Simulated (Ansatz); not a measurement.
# Cd: one candidate structure

Aim: relax Cd from this start, C type (P6_3/mmc, No. 194), and see where it ends.

A COD entry behind a cell of this session may itself be a prediction, so a difference from it is no test against experiment.

Method: DFT PBE, scalar-relativistic, plane waves, PAW, in Ansatz 0.2.0.

**1. The starting structure**

Symmetry: P6_3/mmc, No. 194, hexagonal system. The conventional cell has a = 3.795 Å, b = 3.795 Å, c = 12.395 Å, α = 90.00°, β = 90.00°, γ = 120.00°. Cd (site symmetry 3m) has 4 Cd at 2.32 Å as nearest neighbours.

Structure file:

```
Cd
1.0
     3.79506    0.00000    0.00000
    -1.89753    3.28662    0.00000
     0.00000    0.00000   12.39456
Cd
8
Direct
  0.00000 0.00000 0.09375
  0.00000 0.00000 0.59375
  0.00000 0.00000 0.40625
  0.00000 0.00000 0.90625
  0.33333 0.66667 0.15625
  0.66667 0.33333 0.65625
  0.33333 0.66667 0.34375
  0.66667 0.33333 0.84375
```

(A quick probe on a coarse mesh, which set the mesh and smearing, is not shown.)

**3. A loose first relaxation**

Input file input.yaml:

```yaml
crystal:
  lattice:
    - [3.7950618696, 0.0, 0.0]
    - [-1.8975309347, 3.286619988, 0.0]
    - [0.0, 0.0, 12.3945594784]
  atoms:
    - { symbol: Cd, position: [0.0, 0.0, 0.09375] }
    - { symbol: Cd, position: [0.0, 0.0, 0.59375] }
    - { symbol: Cd, position: [0.0, 0.0, 0.40625] }
    - { symbol: Cd, position: [0.0, 0.0, 0.90625] }
    - { symbol: Cd, position: [0.3333333333, 0.6666666667, 0.15625] }
    - { symbol: Cd, position: [0.6666666667, 0.3333333333, 0.65625] }
    - { symbol: Cd, position: [0.3333333333, 0.6666666667, 0.34375] }
    - { symbol: Cd, position: [0.6666666667, 0.3333333333, 0.84375] }
basis:
  ecutwfc: 420
kpoints:
  mp_grid: { grid: [6, 6, 2] }
hamiltonian:
  xc: pbe
scf:
  occupations: { method: gaussian, width: 0.1 }
  lower_state_search: "off"
output:
  forces: true
  stress: true
  eigenvalues: true
relax:
  adjacent_minimum: "off"
  f_tol: 0.04
  max_steps: 70
  cell: { stress_tol: 0.4 }
```

Further runs follow: relaxing cell and atoms.

Q: Predict the outcome of this session.

As calculated:

```
       quantity                                                                        value
           cell  a = 4.904 Å, b = 4.904 Å, c = 11.454 Å, α = 90.00°, β = 90.00°, γ = 120.00°
    space group                                                           P6_3/mmc (No. 194)
         volume                                                                29.82 Å³/atom
gap on the mesh                                                                 none (metal)
```

In words: The space group stayed P6_3/mmc, and from the first guess the volume went from 19.32 to 29.82 Å³/atom.
